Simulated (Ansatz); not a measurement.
ZnTe (zinc blende)

```yaml
crystal:
  lattice:
    - [0.00000, 3.05670, 3.05670]
    - [3.05670, 0.00000, 3.05670]
    - [3.05670, 3.05670, 0.00000]
  atoms:
    - { symbol: Te, position: [0.75000, 0.75000, 0.75000] }
    - { symbol: Zn, position: [0.00000, 0.00000, 0.00000] }
```

The slice is a {111} plane (indices of the conventional cell) through the point (0.750, 0.750, 0.750) (fractional), spanned by u = [100] and v = [-1 2 0] in vectors of this cell: u (4.32 Å) and v (7.49 Å, at 90° to u). It covers one period; positions are fractions (u, v).

All values below come from r2SCAN (plane waves to 500 eV, PAW, scalar-relativistic; Ansatz, a quantum-chemistry and plane-wave program). k mesh 9×9×9. Near the nuclei the fields are pseudised (PAW); where an atom keeps semicore shells as valence, they peak there. Spin-orbit coupling is left out, though Te is heavy. ZnTe was relaxed with its symmetry unable to fall.

Problem. Sketch the electrostatic potential energy of an electron, from the cell's mean on this plane as a map.

Solution. 
```tsv
v \ u	0.00	0.17	0.33	0.50	0.67	0.83
0.90	x	<-3.0	3.5	5.0	3.5	<-3.0
0.80	0.3	2.6	4.7	5.2	4.7	2.6
0.70	x	0.1	3.2	2.4	3.2	0.1
0.60	<-3.0	0.2	<-3.0	x	<-3.0	0.2
0.50	3.5	1.3	x	x	x	1.3
0.40	5.0	3.5	<-3.0	x	<-3.0	3.5
0.30	5.2	4.7	2.6	0.3	2.6	4.7
0.20	2.4	3.2	0.1	x	0.1	3.2
0.10	x	<-3.0	0.2	<-3.0	0.2	<-3.0
0.00	x	x	1.3	3.5	1.3	x
```

Values: electrostatic potential energy of an electron, from the cell's mean, in eV. Points within 1 Å of a nucleus are blanked (x), as the pseudised field means little there. Values under -3 eV are set to -3. The zero, the cell's mean, hangs on the PAW cores.
